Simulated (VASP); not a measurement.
Data:

```yaml
crystal:
  lattice:
    - [4.18821, 0.00000, 0.00000]
    - [0.00000, 4.18821, 0.00000]
    - [0.00000, 0.00000, 4.18821]
  atoms:
    - { symbol: Ba, position: [0.00000, 0.00000, 0.00000] }
    - { symbol: Sn, position: [0.50000, 0.50000, 0.50000] }
    - { symbol: O, position: [0.50000, 0.00000, 0.50000] }
    - { symbol: O, position: [0.00000, 0.50000, 0.50000] }
    - { symbol: O, position: [0.50000, 0.50000, 0.00000] }
```

All values below come from PBE GGA, VASP's PBE PAW potentials (set 64) (plane waves; VASP). Numerical set-up: 520 eV cut-off, 5×5×5 Γ-centred mesh, Gaussian smearing of 0.050 eV, potentials Ba_sv Sn_d O.

What does the run give for the energy per atom (σ→0)?

```json
{
 "energy per atom (σ→0)": "-6.286 eV/atom"
}
```

The absolute energy has meaning only against runs of the same code, potentials and settings.

The compound is BaSnO3 in the cubic perovskite structure. It was relaxed first, which changed the volume by +5 %.
